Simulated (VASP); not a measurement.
# KI (Fm-3m) in VASP: further runs

KI is run at these levels: PBE, r2SCAN; tasks: single point.

All numbers are computed with VASP 6.6.1; they aren't measurements. Logs are shortened: lines on timing, memory, paths and dates and some standing lists are left out, and cuts for length are marked.

**The experiment to reproduce.**

From a printed reference work, monograph, for a bulk crystal of KI: band gap 6.32 eV.

The runs below are set against these values where they give the same quantity.

## 1. The cell of the first run

It takes space group Fm-3m (No. 225, cubic). The conventional cell has a = 7.317 Å, b = 7.317 Å, c = 7.317 Å, α = 90.00°, β = 90.00°, γ = 90.00°. K (site symmetry m-3m) has 6 I at 3.66 Å within 4.8 Å. Within 4.8 Å of I (site symmetry m-3m) lie 6 K at 3.66 Å.

## 2. Single point, PBE (volume changed by +6%)

File INCAR:

```
  PREC = Accurate
  ENCUT = 520
  EDIFF = 1E-7
  ISMEAR = 0
  SIGMA = 0.01
  LREAL = False
  LASPH = True
  NELM = 100
  ALGO = Normal
  ISIF = 2
  LWAVE = False
  LCHARG = False
  GGA = PE
  NBANDS = 15
```

File KPOINTS:

```
regular mesh
0
Gamma
  6 6 6
```

File POSCAR:

```
KI
1.0
    0.0000000000      3.6585558890      3.6585558890
    3.6585558890      0.0000000000      3.6585558890
    3.6585558890      3.6585558890      0.0000000000
K I
1 1
Direct
    0.0000000000      0.0000000000      0.0000000000
    0.5000000000      0.5000000000      0.5000000000
```

Potentials or basis: VASP PAW PBE potentials, release 64 (K_sv, I).

On the command line:

```
> cat potpaw_PBE.64/K_sv/POTCAR potpaw_PBE.64/I/POTCAR > POTCAR
> mpirun -np 1 vasp_std > vasp.out
```

OUTCAR:

```text
PREC = Accurate
   ENCUT = 520
   EDIFF = 1E-7
   ISMEAR = 0
   LREAL = False
   LASPH = True
   NELM = 100
   ISIF = 2
   GGA = PE

 ion  position               nearest neighbor table
   1  0.000  0.000  0.000-   2 3.66   2 3.66   2 3.66   2 3.66   2 3.66   2 3.66
   2  0.500  0.500  0.500-   1 3.66   1 3.66   1 3.66   1 3.66   1 3.66   1 3.66

  LATTYP: Found a face centered cubic cell.
 ALAT       =     7.3171117780

  Lattice vectors:

 A1 = (   0.0000000000,   3.6585558890,   3.6585558890)
 A2 = (   3.6585558890,   0.0000000000,   3.6585558890)
 A3 = (   3.6585558890,   3.6585558890,   0.0000000000)

Analysis of symmetry for initial positions (statically):
=====================================================================
 Subroutine PRICEL returns:
 Original cell was already a primitive cell.

 Routine SETGRP: Setting up the symmetry group for a
 face centered cubic supercell.

 Subroutine GETGRP returns: Found 48 space group operations
 (whereof 48 operations were pure point group operations)
 out of a pool of 48 trial point group operations.

The static configuration has the point symmetry O_h .

Analysis of symmetry for dynamics (positions and initial velocities):
=====================================================================
 Subroutine PRICEL returns:
 Original cell was already a primitive cell.

 Routine SETGRP: Setting up the symmetry group for a
 face centered cubic supercell.

 Subroutine GETGRP returns: Found 48 space group operations
 (whereof 48 operations were pure point group operations)
 out of a pool of 48 trial point group operations.

The dynamic configuration has the point symmetry O_h .

 Subroutine INISYM returns: Found 48 space group operations
 (whereof 48 operations are pure point group operations),
 and found     1 'primitive' translations

----------------------------------------------------------------------------------------

                                     Primitive cell

  volume of cell :      97.9398

  direct lattice vectors                    reciprocal lattice vectors
     0.000000000  3.658555889  3.658555889    -0.136665946  0.136665946  0.136665946
     3.658555889  0.000000000  3.658555889     0.136665946 -0.136665946  0.136665946
     3.658555889  3.658555889  0.000000000     0.136665946  0.136665946 -0.136665946

  length of vectors
     5.173979357  5.173979357  5.173979357     0.236712361  0.236712361  0.236712361

  position of ions in fractional coordinates (direct lattice)
     0.000000000  0.000000000  0.000000000
     0.500000000  0.500000000  0.500000000

  ion indices of the primitive-cell ions
[... 79 lines left out ...]
   EMIN   =  10.00;   EMAX   =-10.00  energy-range for DOS
   EFERMI =   0.00;   METHOD = LEGACY
   ISMEAR =     0;   SIGMA  =   0.01  broadening in eV -4-tet -1-fermi 0-gaus
   EFERMI_NEDOS =   21; number of points for ismear=-14 and -15
   IALGO  =     38    algorithm
   IMIX   =      4    mixing-type and parameters
     AMIX     =   0.40;   BMIX     =  1.00
     AMIX_MAG =   1.60;   BMIX_MAG =  1.00
  volume/ion in A,a.u.               =      48.97       330.47
  Fermi-wavevector in a.u.,A,eV,Ry     =   0.894942  1.691196 10.897206  0.800922
  Thomas-Fermi vector in A             =   2.017212
   LORBIT       =      0    0 simple, 1 ext, 2 COOP (PROOUT), +10 PAW based schemes
   GGA     = PE    functional components
   LHFCALC =     F    Hartree Fock is set to
   AEXX    =    0.0000 exact exchange contribution
   IVDW    =     0    specifies the selected vdW correction
   LEPSILON=     F    determine dielectric tensor
   LRPA    =     F    only Hartree local field effects (RPA)
 non-spin polarized calculation
 Gauss-broadening in eV      SIGMA  =   0.01
  energy-cutoff  :      520.00
  volume of cell :       97.94
 maximum number of plane-waves:      2685
 NGX is ok and might be reduce to    40
   NGX = 19   NGY = 19   NGZ = 19

 number of electron      16.0000000 magnetization

 Free energy of the ion-electron system (eV)
  ---------------------------------------------------
  ext. energy  EPLUGINS =         0.00000000
  ---------------------------------------------------
  free energy    TOTEN  =        -5.55707217 eV

  energy without entropy =       -5.55707217  energy(sigma->0) =       -5.55707217

 E-fermi :  -0.8526     XC(G=0):  -6.7759

 val. band max:       -0.9198718247   @ k =   0.0000   0.0000   0.0000
 cond. band min:       2.8143925211   @ k =   0.0000   0.0000   0.0000
 fundamental gap:      3.7342643458
 Fermi energy:        -0.8526313706

 k-point     1 :       0.0000    0.0000    0.0000
  band No.  band energies     occupation
      1     -29.6237      2.00000
      2     -13.0993      2.00000
      3     -13.0993      2.00000
      4     -13.0993      2.00000
      5     -11.2809      2.00000
      6      -0.9199      2.00000
      7      -0.9199      2.00000
      8      -0.9199      2.00000
      9       2.8144      0.00000
     10       5.5980      0.00000
     11       5.5980      0.00000
     12       5.5980      0.00000
     13       6.2482      0.00000
     14       6.2482      0.00000
[... 257 lines left out ...]
      2     -13.1229      2.00000
      3     -13.1218      2.00000
      4     -13.1147      2.00000
      5     -11.1539      2.00000
      6      -1.6526      2.00000
      7      -1.3901      2.00000
      8      -1.3638      2.00000
      9       4.7902      0.00000
     10       5.1831      0.00000
     11       6.2839      0.00000
     12       7.0301      0.00000
     13       7.4182      0.00000
     14       8.4441      0.00000
     15       8.7334      0.00000

------------------------ aborting loop because EDIFF is reached ----------------------------------------

  FORCE on cell =-STRESS in cart. coord.  units (eV):
  Direction    XX          YY          ZZ          XY          YZ          ZX
  --------------------------------------------------------------------------------------
  -------------------------------------------------------------------------------------
  Total       -0.3080524     -0.3080524     -0.3080524      0.0000000     -0.0000000     -0.0000000
  in kB       -5.0393676     -5.0393676     -5.0393676      0.0000000     -0.0000000     -0.0000000
  external PRESSURE =      -5.0393676 kB  Pullay stress =       0.0000000 kB

 VOLUME and BASIS-vectors are now :
 -----------------------------------------------------------------------------
  energy-cutoff  :      520.00
  volume of cell :       97.94
      direct lattice vectors                 reciprocal lattice vectors
     0.000000000  3.658555889  3.658555889    -0.136665946  0.136665946  0.136665946
     3.658555889  0.000000000  3.658555889     0.136665946 -0.136665946  0.136665946
     3.658555889  3.658555889  0.000000000     0.136665946  0.136665946 -0.136665946

 POSITION                                       TOTAL-FORCE (eV/Angst)
 -----------------------------------------------------------------------------------
      0.00000      0.00000      0.00000        -0.000000     -0.000000     -0.000000
      3.65856      3.65856      3.65856         0.000000      0.000000      0.000000
 -----------------------------------------------------------------------------------
    total drift:                                0.000000     -0.000000     -0.000000

  FREE ENERGIE OF THE ION-ELECTRON SYSTEM (eV)
  ---------------------------------------------------
  free  energy   TOTEN  =        -5.5570721695 eV

  energy  without entropy=       -5.5570721695  energy(sigma->0) =       -5.55707217
```

OSZICAR:

```text
N       E                     dE             d eps       ncg     rms          rms(c)
DAV:   1     0.877650617588E+02    0.87765E+02   -0.62958E+03   480   0.884E+02
DAV:   2    -0.887408459494E-01   -0.87854E+02   -0.82312E+02   635   0.209E+02
DAV:   3    -0.538854997420E+01   -0.52998E+01   -0.52795E+01   671   0.443E+01
DAV:   4    -0.565820408344E+01   -0.26965E+00   -0.26958E+00   805   0.866E+00
DAV:   5    -0.565963530251E+01   -0.14312E-02   -0.14312E-02   691   0.690E-01    0.254E+00
DAV:   6    -0.555759458076E+01    0.10204E+00   -0.11346E-01   620   0.176E+00    0.184E+00
DAV:   7    -0.554939893966E+01    0.81956E-02   -0.11946E-01   655   0.162E+00    0.780E-01
DAV:   8    -0.555633875601E+01   -0.69398E-02   -0.12501E-02   560   0.694E-01    0.122E-01
DAV:   9    -0.555690814474E+01   -0.56939E-03   -0.12436E-03   676   0.187E-01    0.795E-02
DAV:  10    -0.555701119100E+01   -0.10305E-03   -0.13656E-04   622   0.606E-02    0.226E-02
DAV:  11    -0.555707109934E+01   -0.59908E-04   -0.69683E-05   550   0.488E-02    0.148E-02
DAV:  12    -0.555707154094E+01   -0.44159E-06   -0.22156E-06   648   0.107E-02    0.110E-02
DAV:  13    -0.555707198854E+01   -0.44760E-06   -0.10622E-06   557   0.558E-03    0.219E-03
DAV:  14    -0.555707218190E+01   -0.19337E-06   -0.24206E-07   613   0.256E-03    0.157E-03
DAV:  15    -0.555707216955E+01    0.12356E-07   -0.60980E-09   436   0.542E-04
   1 F= -.55570722E+01 E0= -.55570722E+01  d E =-.181299E-23
```

stdout:

```text
POSCAR found type information on POSCAR K I
 POSCAR found :  2 types and       2 ions
 scaLAPACK will be used
 LDA part: xc-table for (Slater+PW92), standard interpolation
 POSCAR, INCAR and KPOINTS ok, starting setup
 FFT: planning ... GRIDC
 FFT: planning ... GRID_SOFT
 FFT: planning ... GRID
 WAVECAR not read
 entering main loop
```

It took 49 s on 1 thread of AMD EPYC 7R13, shared host; peak memory 0.21 GiB.

What came out:

- Free energy: -5.5571 eV
- Pressure: -0.5 GPa
- Band gap on the k mesh: 3.73 eV, direct

Levels at points of the mesh, in eV from the valence-band top:
```tsv
k point	band 4	band 5	band 6	band 7	band 8	band 9	band 10	band 11	band 12	band 13
(0.00, 0.00, 0.00)	-12.18	-10.36	0.00	0.00	0.00	3.73	6.52	6.52	6.52	7.17
(0.50, 0.00, 0.00)	-12.18	-10.19	-1.10	-0.26	-0.26	5.40	7.36	7.92	7.92	8.50
(0.50, 0.50, 0.00)	-12.19	-10.26	-0.84	-0.31	-0.31	5.08	5.52	7.97	8.29	8.37
```

Caveat: spin-orbit coupling is left out, which moves the levels of the heavy elements.

## 3. Single point, r2SCAN (volume changed by -6%)

File POSCAR:

```
KI
1.0
    0.0000000000      3.4722077499      3.4722077499
    3.4722077499      0.0000000000      3.4722077499
    3.4722077499      3.4722077499      0.0000000000
K I
1 1
Direct
    0.0000000000      0.0000000000      0.0000000000
    0.5000000000      0.5000000000      0.5000000000
```

File INCAR.step1:

```
PREC = Accurate ; ENCUT = 520
ISMEAR = 0 ; SIGMA = 0.01
LREAL = False ; LASPH = True
NELM = 60 ; NBANDS = 15
GGA = PE ; ALGO = Normal
EDIFF = 1E-4 ; LWAVE = True
LCHARG = False
```

File INCAR.step2:

```
PREC = Accurate ; ENCUT = 520
EDIFF = 1E-6 ; ISMEAR = 0
SIGMA = 0.01 ; LREAL = False
LASPH = True ; NELM = 60
ALGO = Normal ; ISIF = 2
LWAVE = False ; LCHARG = False
METAGGA = R2SCAN ; LMIXTAU = True
NBANDS = 15 ; ISTART = 1
```

File KPOINTS:

```
Automatic mesh
0
Gamma
  6 6 6
```

Potentials or basis: VASP PAW PBE potentials, release 64 (K_sv, I).

On the command line:

```
> cat potpaw_PBE.64/K_sv/POTCAR potpaw_PBE.64/I/POTCAR > POTCAR
> cp INCAR.step1 INCAR
> mpirun -np 1 vasp_std > vasp.out
> cp INCAR.step2 INCAR
> mpirun -np 1 vasp_std > vasp.out
```

Run time: 3.9 min. Hardware: 1 thread of AMD EPYC 7R13, shared host; peak memory 0.22 GiB.

The run converged. Its results:

```yaml
Free_energy: -33.9687 eV
Pressure: 0.9 GPa
Band_gap_on_the_k_mesh: 4.75 eV, direct
```

Levels at points of the mesh, in eV from the valence-band top:
| k point | band 6 | band 7 | band 8 | band 9 | band 10 | band 11 |
| --- | --- | --- | --- | --- | --- | --- |
| (0.00, 0.00, 0.00) | 0.00 | 0.00 | 0.00 | 4.75 | 7.02 | 7.02 |
| (0.50, 0.00, 0.00) | -1.44 | -0.38 | -0.38 | 6.08 | 8.48 | 8.87 |
| (0.50, 0.50, 0.00) | -1.10 | -0.41 | -0.41 | 5.28 | 6.62 | 8.88 |

Caveat: the PAW data sets were made with another functional, which shifts forces and pressure a little; spin-orbit coupling is left out, which moves the levels of the heavy elements.

## 4. Single point, r2SCAN (volume changed by -3%)

File POSCAR:

```
KI
1.0
    0.0000000000      3.5087599913      3.5087599913
    3.5087599913      0.0000000000      3.5087599913
    3.5087599913      3.5087599913      0.0000000000
K I
1 1
Direct
    0.0000000000      0.0000000000      0.0000000000
    0.5000000000      0.5000000000      0.5000000000
```

File INCAR.step1:

```
SYSTEM = KI
PREC = Accurate ; ENCUT = 520
ISMEAR = 0 ; SIGMA = 0.01
LREAL = .False. ; LASPH = .True.
NELM = 100 ; NBANDS = 15
GGA = PE ; ALGO = Normal
EDIFF = 1E-4 ; LWAVE = .True.
LCHARG = .False.
```

File INCAR.step2:

```
SYSTEM = KI
PREC = Accurate ; ENCUT = 520
EDIFF = 1E-6 ; ISMEAR = 0
SIGMA = 0.01 ; LREAL = .False.
LASPH = .True. ; NELM = 100
ALGO = Normal ; ISIF = 2
LWAVE = .False. ; LCHARG = .False.
METAGGA = R2SCAN ; LMIXTAU = .True.
NBANDS = 15 ; ISTART = 1
```

File KPOINTS:

```
Automatic mesh
0
Gamma
  6 6 6
  0 0 0
```

Potentials or basis: VASP PAW PBE potentials, release 64 (K_sv, I).

On the command line:

```
> cat potpaw_PBE.64/K_sv/POTCAR potpaw_PBE.64/I/POTCAR > POTCAR
> cp INCAR.step1 INCAR
> mpirun -np 1 vasp_std > vasp.out
> cp INCAR.step2 INCAR
> mpirun -np 1 vasp_std > vasp.out
```

OUTCAR:

```text
SYSTEM = KI
   PREC = Accurate
   ENCUT = 520
   EDIFF = 1E-6
   ISMEAR = 0
   LREAL = .False.
   LASPH = .True.
   NELM = 100
   ISIF = 2
   METAGGA = R2SCAN
   ISTART = 1

 ion  position               nearest neighbor table
   1  0.000  0.000  0.000-   2 3.51   2 3.51   2 3.51   2 3.51   2 3.51   2 3.51
   2  0.500  0.500  0.500-   1 3.51   1 3.51   1 3.51   1 3.51   1 3.51   1 3.51

  LATTYP: Found a face centered cubic cell.
 ALAT       =     7.0175199826

  Lattice vectors:

[... 466 lines left out ...]

  FORCE on cell =-STRESS in cart. coord.  units (eV):
  Direction    XX          YY          ZZ          XY          YZ          ZX
  --------------------------------------------------------------------------------------
  -------------------------------------------------------------------------------------
  Total        0.2312640      0.2312640      0.2312640      0.0000000      0.0000000     -0.0000000
  in kB        4.2887190      4.2887190      4.2887190      0.0000000      0.0000000     -0.0000000
  external PRESSURE =       4.2887190 kB  Pullay stress =       0.0000000 kB

 VOLUME and BASIS-vectors are now :
 -----------------------------------------------------------------------------
  energy-cutoff  :      520.00
  volume of cell :       86.40
      direct lattice vectors                 reciprocal lattice vectors
     0.000000000  3.508759991  3.508759991    -0.142500485  0.142500485  0.142500485
     3.508759991  0.000000000  3.508759991     0.142500485 -0.142500485  0.142500485
     3.508759991  3.508759991  0.000000000     0.142500485  0.142500485 -0.142500485

 POSITION                                       TOTAL-FORCE (eV/Angst)
 -----------------------------------------------------------------------------------
      0.00000      0.00000      0.00000         0.000000      0.000000      0.000000
      3.50876      3.50876      3.50876         0.000000      0.000000      0.000000
 -----------------------------------------------------------------------------------
    total drift:                                0.000000     -0.000000     -0.000000

  FREE ENERGIE OF THE ION-ELECTRON SYSTEM (eV)
  ---------------------------------------------------
  free  energy   TOTEN  =       -33.9802968264 eV

  energy  without entropy=      -33.9802968264  energy(sigma->0) =      -33.98029683
```

OUTCAR.step1:

```text
SYSTEM = KI
   PREC = Accurate
   ENCUT = 520
   ISMEAR = 0
   LREAL = .False.
   LASPH = .True.
[... 499 lines left out ...]
      0.00000      0.00000      0.00000         0.000000      0.000000      0.000000
      3.50876      3.50876      3.50876        -0.000000     -0.000000     -0.000000
 -----------------------------------------------------------------------------------
    total drift:                                0.000000     -0.000000     -0.000000

  FREE ENERGIE OF THE ION-ELECTRON SYSTEM (eV)
  ---------------------------------------------------
  free  energy   TOTEN  =        -5.5478347718 eV

  energy  without entropy=       -5.5478347718  energy(sigma->0) =       -5.54783477
```

OSZICAR.step1:

```text
N       E                     dE             d eps       ncg     rms          rms(c)
DAV:   1     0.867498245402E+02    0.86750E+02   -0.64371E+03   480   0.908E+02
DAV:   2    -0.268077161337E+00   -0.87018E+02   -0.81832E+02   641   0.214E+02
DAV:   3    -0.533121766270E+01   -0.50631E+01   -0.50435E+01   655   0.448E+01
DAV:   4    -0.562349787529E+01   -0.29228E+00   -0.29222E+00   798   0.935E+00
DAV:   5    -0.562528311362E+01   -0.17852E-02   -0.17852E-02   676   0.815E-01    0.318E+00
DAV:   6    -0.554564225950E+01    0.79641E-01   -0.90555E-02   620   0.178E+00    0.226E+00
DAV:   7    -0.554245836231E+01    0.31839E-02   -0.11212E-01   655   0.171E+00    0.787E-01
DAV:   8    -0.554723028836E+01   -0.47719E-02   -0.12172E-02   516   0.719E-01    0.133E-01
DAV:   9    -0.554766055952E+01   -0.43027E-03   -0.82218E-04   634   0.172E-01    0.749E-02
DAV:  10    -0.554779146226E+01   -0.13090E-03   -0.11804E-04   476   0.615E-02    0.202E-02
DAV:  11    -0.554783477184E+01   -0.43310E-04   -0.54616E-05   415   0.445E-02
   1 F= -.55478348E+01 E0= -.55478348E+01  d E =-.175601E-29
```

Run time: 3.4 min. Hardware: 1 thread of AMD EPYC 7R13, shared host; peak memory 0.23 GiB.

Results:

* Free energy: -33.9803 eV
* Pressure: 0.4 GPa
* Band gap on the k mesh: 4.66 eV, direct

Caveat: the PAW data sets were made with another functional, which shifts forces and pressure a little; spin-orbit coupling is left out, which moves the levels of the heavy elements.

(Part 1 of 2 ends here.)
